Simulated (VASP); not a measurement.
# SnTe (Fm-3m) in VASP: further runs

Runs on SnTe. Level: PBE. Tasks: single point.

Everything below comes from runs of VASP 6.6.1. Logs are shortened: lines on timing, memory, paths and dates and some standing lists are left out, and cuts for length are marked.

## Step 1: The crystal as given

Symmetry: Fm-3m, No. 225, cubic system. Conventional cell: a = 6.302 Å, b = 6.302 Å, c = 6.302 Å, α = 90.00°, β = 90.00°, γ = 90.00°. Te (site symmetry m-3m) is surrounded by 6 Sn at 3.15 Å. Around Sn (site symmetry m-3m) lie 6 Te at 3.15 Å.

## Step 2: Single point, PBE

INCAR

```
SYSTEM = SnTe
ADDGRID  = .False.      
ALGO     = Normal         ! electronic algorithm
EDIFF    = 1E-7           ! SCF threshold, eV
ENCUT    = 220            ! plane-wave cutoff, eV
GGA      = PE             ! functional
ISIF     = 2              ! what is computed and relaxed
ISMEAR   = 0              ! smearing method
LASPH    = .True.         ! aspherical terms in the spheres
LCHARG   = .False.        ! write CHGCAR
LREAL    = .False.        ! projectors in reciprocal space
LWAVE    = .False.        ! write WAVECAR
NELM     = 100            ! most SCF steps
PREC     = Accurate       ! precision mode
SIGMA    = 0.05           ! smearing width, eV
```

KPOINTS

```
k-points
0
Gamma
  6 6 6
  0 0 0
```

POSCAR

```
SnTe
1.0
    0.0000000000      3.1508500000      3.1508500000
    3.1508500000      0.0000000000      3.1508500000
    3.1508500000      3.1508500000      0.0000000000
Te Sn
1 1
Direct
    0.5000000000      0.5000000000      0.5000000000
    0.0000000000      0.0000000000      0.0000000000
```

Potentials or basis: VASP PAW PBE potentials, release 64 (Te, Sn_d).

Command:

```bash
$ cat potpaw_PBE.64/Te/POTCAR potpaw_PBE.64/Sn_d/POTCAR > POTCAR
$ mpirun -np 1 vasp_std > vasp.out
```

OUTCAR:

```text
SYSTEM = SnTe
   EDIFF = 1E-7
   ENCUT = 220
   GGA = PE
   ISIF = 2
   ISMEAR = 0
   LASPH = .True.
   LREAL = .False.
   NELM = 100
   PREC = Accurate

 Found     16 irreducible k-points:

 Following reciprocal coordinates:
            Coordinates               Weight
  0.000000  0.000000  0.000000      1.000000
  0.166667  0.000000  0.000000      8.000000
  0.333333  0.000000  0.000000      8.000000
  0.500000  0.000000  0.000000      4.000000
  0.166667  0.166667  0.000000      6.000000
  0.333333  0.166667  0.000000     24.000000
   k-points           NKPTS =     16   k-points in BZ     NKDIM =     16   number of bands    NBANDS=     14
   number of dos      NEDOS =    301   number of ions     NIONS =      2
   total plane-waves  NPLWV =  13824
   dimension x,y,z NGX =    24 NGY =   24 NGZ =   24
   dimension x,y,z NGXF=    48 NGYF=   48 NGZF=   48
   ions per type =               1   1
   NGX,Y,Z   is equivalent  to a cutoff of   8.95,  8.95,  8.95 a.u.
   NGXF,Y,Z  is equivalent  to a cutoff of  17.91, 17.91, 17.91 a.u.
 SYSTEM =  SnTe
   PREC   = accura    normal or accurate (medium, high low for compatibility)
   ISTART =      0    job   : 0-new  1-cont  2-samecut
   ICHARG =      2    charge: 1-file 2-atom 10-const
   ISPIN  =      1    spin polarized calculation?
   LNONCOLLINEAR =      F non collinear calculations
   LSORBIT =      F    spin-orbit coupling
   LASPH  =      T    aspherical Exc in radial PAW
   ENCUT  =  220.0 eV  16.17 Ry    4.02 a.u.   5.39  5.39  5.39*2*pi/ulx,y,z
   NELM   =    100;   NELMIN=  2; NELMDL= -5     # of ELM steps
   EDIFF  = 0.1E-06   stopping-criterion for ELM
   LREAL  =      F    real-space projection
   EDIFFG = 0.1E-05   stopping-criterion for IOM
   NSW    =      0    number of steps for IOM
   IBRION =     -1    ionic relax: 0-MD 1-quasi-New 2-CG
   NFREE  =      0    steps in history (QN), initial steepest desc. (CG)
   ISIF   =      2    stress and relaxation
   ISYM   =      2    0-nonsym 1-usesym 2-fastsym
   POTIM  = 0.5000    time-step for ionic-motion
   TEBEG  =    0.0;   TEEND  =   0.0 temperature during run
   PSTRESS=    0.0 pullay stress
   NELECT =      20.0000    total number of electrons
   NUPDOWN=      -1.0000    fix difference up-down
   EMIN   =  10.00;   EMAX   =-10.00  energy-range for DOS
   EFERMI =   0.00;   METHOD = LEGACY
   ISMEAR =     0;   SIGMA  =   0.05  broadening in eV -4-tet -1-fermi 0-gaus
   EFERMI_NEDOS =   21; number of points for ismear=-14 and -15
   IALGO  =     38    algorithm
   IMIX   =      4    mixing-type and parameters
     AMIX     =   0.40;   BMIX     =  1.00
     AMIX_MAG =   1.60;   BMIX_MAG =  1.00
  volume/ion in A,a.u.               =      31.28       211.10
  Fermi-wavevector in a.u.,A,eV,Ry     =   1.119387  2.115336 17.048485  1.253028
  Thomas-Fermi vector in A             =   2.256026
   LORBIT       =      0    0 simple, 1 ext, 2 COOP (PROOUT), +10 PAW based schemes
   GGA     = PE    functional components
   LHFCALC =     F    Hartree Fock is set to
   AEXX    =    0.0000 exact exchange contribution
   IVDW    =     0    specifies the selected vdW correction
   LEPSILON=     F    determine dielectric tensor
   LRPA    =     F    only Hartree local field effects (RPA)
 non-spin polarized calculation
 Gauss-broadening in eV      SIGMA  =   0.05
  energy-cutoff  :      220.00
  volume of cell :       62.56
 maximum number of plane-waves:       475
 NGX is ok and might be reduce to    24
   NGX = 11   NGY = 11   NGZ = 11

 number of electron      20.0000024 magnetization

 Free energy of the ion-electron system (eV)
  ---------------------------------------------------
  ext. energy  EPLUGINS =         0.00000000
  ---------------------------------------------------
  free energy    TOTEN  =        -7.52013892 eV

  energy without entropy =       -7.51970372  energy(sigma->0) =       -7.51992132

 E-fermi :   7.0111     XC(G=0):  -9.4990

 val. band max:        6.9643066329   @ k =   0.5000   0.0000   0.0000
 cond. band min:       7.0578897096   @ k =   0.5000   0.0000   0.0000
 fundamental gap:      0.0935830767
 Fermi energy:         7.0110981711

 k-point     1 :       0.0000    0.0000    0.0000
  band No.  band energies     occupation
      1     -14.9630      2.00000
      2     -14.9630      2.00000
      3     -14.9581      2.00000
      4     -14.9581      2.00000
      5     -14.9581      2.00000
      6      -5.8509      2.00000
      7       2.2691      2.00000
      8       4.8115      2.00000
      9       4.8115      2.00000
     10       4.8115      2.00000
     11      10.3044      0.00000
     12      10.3044      0.00000
     13      10.3044      0.00000
     14      11.7057      0.00000

 k-point     2 :       0.1667    0.0000    0.0000
  band No.  band energies     occupation
      1     -14.9687      2.00000
      2     -14.9687      2.00000
      3     -14.9607      2.00000
      4     -14.9590      2.00000
      5     -14.9590      2.00000
      6      -5.6194      2.00000
      7       1.1477      2.00000
      8       4.8539      2.00000
      9       4.8539      2.00000
     10       5.5588      2.00000
     11       9.2534      0.00000
     12       9.2534      0.00000
     13       9.3021      0.00000
     14      11.7087      0.00000
[... 37 lines left out ...]
      1     -14.9716      2.00000
      2     -14.9654      2.00000
      3     -14.9623      2.00000
      4     -14.9593      2.00000
      5     -14.9593      2.00000
      6      -5.5437      2.00000
      7       1.1588      2.00000
      8       4.3141      2.00000
      9       4.3141      2.00000
     10       6.1851      2.00000
     11       7.8821      0.00000
     12      10.4822      0.00000
     13      10.4822      0.00000
     14      10.5663      0.00000

 k-point     6 :       0.3333    0.1667    0.0000
  band No.  band energies     occupation
      1     -14.9733      2.00000
      2     -14.9663      2.00000
      3     -14.9628      2.00000
      4     -14.9551      2.00000
      5     -14.9550      2.00000
      6      -5.0653      2.00000
      7       0.0318      2.00000
      8       4.1092      2.00000
      9       4.2072      2.00000
     10       5.2448      2.00000
     11       8.5493      0.00000
     12       9.7547      0.00000
     13       9.8537      0.00000
     14      10.8463      0.00000

 [... further k-points ...]

------------------------ aborting loop because EDIFF is reached ----------------------------------------

  FORCE on cell =-STRESS in cart. coord.  units (eV):
  Direction    XX          YY          ZZ          XY          YZ          ZX
  --------------------------------------------------------------------------------------
  -------------------------------------------------------------------------------------
  Total       -0.0171661     -0.0171661     -0.0171661     -0.0000000      0.0000000     -0.0000000
  in kB       -0.4396122     -0.4396122     -0.4396122     -0.0000000      0.0000000     -0.0000000
  external PRESSURE =      -0.4396122 kB  Pullay stress =       0.0000000 kB

 VOLUME and BASIS-vectors are now :
 -----------------------------------------------------------------------------
  energy-cutoff  :      220.00
  volume of cell :       62.56
      direct lattice vectors                 reciprocal lattice vectors
     0.000000000  3.150850000  3.150850000    -0.158687338  0.158687338  0.158687338
     3.150850000  0.000000000  3.150850000     0.158687338 -0.158687338  0.158687338
     3.150850000  3.150850000  0.000000000     0.158687338  0.158687338 -0.158687338

 POSITION                                       TOTAL-FORCE (eV/Angst)
 -----------------------------------------------------------------------------------
      3.15085      3.15085      3.15085         0.000000     -0.000000      0.000000
      0.00000      0.00000      0.00000         0.000000      0.000000      0.000000
 -----------------------------------------------------------------------------------
    total drift:                                0.000000     -0.000000     -0.000000

  FREE ENERGIE OF THE ION-ELECTRON SYSTEM (eV)
  ---------------------------------------------------
  free  energy   TOTEN  =        -7.5201389154 eV

  energy  without entropy=       -7.5197037190  energy(sigma->0) =       -7.51992132
```

It took 4.4 s on 1 thread of Intel Xeon Platinum 8488C (Sapphire Rapids), shared host; peak memory 0.13 GiB.

The run converged, but a check on its numbers failed (symmetry, net force, bounds or a known fault of this set-up), so they aren't taken as properties of the crystal.

Caveat: the cutoff lies under the usual one of these potentials, so the numbers hold a large basis-set error; spin-orbit coupling is left out, which moves the levels of the heavy elements.

## Step 3: Single point, PBE

Edit INCAR of step 2 so:

```diff
@@ -4,3 +4,3 @@
 EDIFF    = 1E-7           ! SCF threshold, eV
-ENCUT    = 220            ! plane-wave cutoff, eV
+ENCUT    = 520            ! plane-wave cutoff, eV
 GGA      = PE             ! functional
```

KPOINTS

```
k-points
0
Gamma
  4 4 4
  0 0 0
```

POSCAR is that of step 2.

Potentials or basis: VASP PAW PBE potentials, release 64 (Te, Sn_d).

Command:

```bash
$ cat potpaw_PBE.64/Te/POTCAR potpaw_PBE.64/Sn_d/POTCAR > POTCAR
$ mpirun -np 1 vasp_std > vasp.out
```

It took 7.4 s on 1 thread of Intel Xeon Platinum 8488C (Sapphire Rapids), shared host; peak memory 0.19 GiB.

These settings aren't checked as converged: the numbers below hold their error.

Results:

```yaml
Free_energy: -7.5427 eV
Pressure: 1.6 GPa
Band_gap_on_the_k_mesh: 0.10 eV, direct
```

Caveat: the k mesh is coarse (spacing up to 0.43 Å⁻¹), so the values aren't converged; spin-orbit coupling is left out, which moves the levels of the heavy elements.

## Step 4: Single point, PBE

Edit INCAR of step 3 so:

```diff
@@ -4,3 +4,3 @@
 EDIFF    = 1E-7           ! SCF threshold, eV
-ENCUT    = 520            ! plane-wave cutoff, eV
+ENCUT    = 650            ! plane-wave cutoff, eV
 GGA      = PE             ! functional
```

KPOINTS is that of step 3.

POSCAR is that of step 3.

Command:

```bash
$ cat potpaw_PBE.64/Te/POTCAR potpaw_PBE.64/Sn_d/POTCAR > POTCAR
$ mpirun -np 1 vasp_std > vasp.out
```

Wall time 11 s (1 thread of Intel Xeon Platinum 8488C (Sapphire Rapids), shared host); peak memory 0.23 GiB.

These settings aren't checked as converged: the numbers below hold their error.

Results:

| Property | Result |
| --- | --- |
| Free energy | -7.5428 eV |
| Pressure | 1.6 GPa |
| Band gap on the k mesh | 0.09 eV, direct |

Caveat: the k mesh is coarse (spacing up to 0.43 Å⁻¹), so the values aren't converged; spin-orbit coupling is left out, which moves the levels of the heavy elements.

## Step 5: Single point, PBE

Edit INCAR of step 4 so:

```diff
@@ -4,3 +4,3 @@
 EDIFF    = 1E-7           ! SCF threshold, eV
-ENCUT    = 650            ! plane-wave cutoff, eV
+ENCUT    = 340            ! plane-wave cutoff, eV
 GGA      = PE             ! functional
```

KPOINTS

```
k-points
0
Gamma
  6 6 6
  0 0 0
```

POSCAR is that of step 4.

Command:

```bash
$ cat potpaw_PBE.64/Te/POTCAR potpaw_PBE.64/Sn_d/POTCAR > POTCAR
$ mpirun -np 1 vasp_std > vasp.out
```

Wall time 6.6 s (1 thread of Intel Xeon Platinum 8488C (Sapphire Rapids), shared host); peak memory 0.15 GiB.

These settings aren't checked as converged: the numbers below hold their error.

What came out:

```
Free energy            : -7.5406 eV
Pressure               : 2.0 GPa
Band gap on the k mesh : 0.10 eV, direct
```

Caveat: spin-orbit coupling is left out, which moves the levels of the heavy elements.

## Step 6: Single point, PBE

Edit INCAR of step 5 so:

```diff
@@ -4,3 +4,3 @@
 EDIFF    = 1E-7           ! SCF threshold, eV
-ENCUT    = 340            ! plane-wave cutoff, eV
+ENCUT    = 400            ! plane-wave cutoff, eV
 GGA      = PE             ! functional
```

KPOINTS is that of step 5.

POSCAR is that of step 5.

Potentials or basis: VASP PAW PBE potentials, release 64 (Te, Sn_d).

Command:

```bash
$ cat potpaw_PBE.64/Te/POTCAR potpaw_PBE.64/Sn_d/POTCAR > POTCAR
$ mpirun -np 1 vasp_std > vasp.out
```

Wall time 8.7 s (1 thread of Intel Xeon Platinum 8488C (Sapphire Rapids), shared host); peak memory 0.16 GiB.

The run converged, but some of its settings lie outside the range that counts as converged, so its numbers aren't taken as properties of the crystal.

What came out:

| Quantity | Value |
| --- | --- |
| Free energy | -7.5424 eV |
| Pressure | 2.2 GPa |
| Band gap on the k mesh | 0.10 eV, direct |

Caveat: spin-orbit coupling is left out, which moves the levels of the heavy elements.

## Step 7: The reference run

An earlier run on the cell as given: functional PBE; potentials or basis VASP PAW PBE potentials, release 64 (Te, Sn_d); cutoff 520 eV; k mesh 7 × 7 × 7; occupations fermi-dirac, width 0.05 eV; no spin polarisation.

* Pressure: 2.2 GPa
